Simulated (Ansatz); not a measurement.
# ZnS: the cost of one run

Method: DFT PBE, scalar-relativistic, plane waves, PAW, in Ansatz 0.2.0.

The COD entry's cell or inner coordinates are ideal or old and differ from later refinements, so a difference from it is no clean test against experiment.

3 further runs of the same task are left out: 2 that didn't finish, 1 set aside as unsound or not needed.

## 1. The structure to begin with

It takes space group F-43m (No. 216, cubic). The conventional cell has a = 5.443 Å, b = 5.443 Å, c = 5.443 Å, α = 90.00°, β = 90.00°, γ = 90.00°. Zn (site symmetry -43m) has 4 S at 2.36 Å as nearest neighbours. S (site symmetry -43m) is surrounded by 4 Zn at 2.36 Å.

Structure file:

```xyz
2
Lattice="0.0000 2.7215 2.7215 2.7215 0.0000 2.7215 2.7215 2.7215 0.0000" Properties=species:S:1:pos:R:3 pbc="T T T"
Zn    1.3607    1.3607    1.3607
S     0.0000    0.0000    0.0000
```

It is the result of an earlier relaxation at this level (volume 20.16 Å³/atom; gap on the mesh: 2.02 eV).

## 2. Static run: bands, density of states and charges

Input file input.yaml:

```yaml
crystal:
  lattice:
    - [0.0, 2.721481028, 2.721481028]
    - [2.721481028, 0.0, 2.721481028]
    - [2.721481028, 2.721481028, 0.0]
  atoms:
    - { symbol: Zn, position: [0.25, 0.25, 0.25] }
    - { symbol: S, position: [0.0, 0.0, 0.0] }
basis:
  ecutwfc: 420
kpoints:
  mp_grid: { grid: [10, 10, 10] }
  band_path:
    path:
      - [[0.0, 0.0, 0.0], [-0.5, -0.5, 0.0], [-0.375, -0.375, 0.25]]
      - [[-0.375, 0.0, 0.375], [0.0, 0.0, 0.0], [0.0, 0.0, 0.5], [-0.5, -0.25, 0.25], [-0.5, -0.5, 0.0]]
    npoints: 14
hamiltonian:
  xc: pbe
scf:
  occupations: { method: gaussian, width: 0.02 }
  n_extra_bands: 6
output:
  forces: true
  stress: true
  eigenvalues: true
  populations: true
  dos: { projected: true, de: 0.02, nscf_kmesh: { grid: [15, 15, 15] } }
  bader: true
  write_density: true
  write_potential: true
  elf: true
  volumetric_format: npy
```

The run is started by

```
> ansatz run input.yaml --threads 1 --pin off --max-ram 2560MiB --backend cpu --events-out ev --progress --plain --runs-dir out
```

**Question.** How long does this run take on 1 thread of Arm Neoverse V1, shared host, and how much memory does it need?

About 29 s, with a peak of 0.32 GiB.
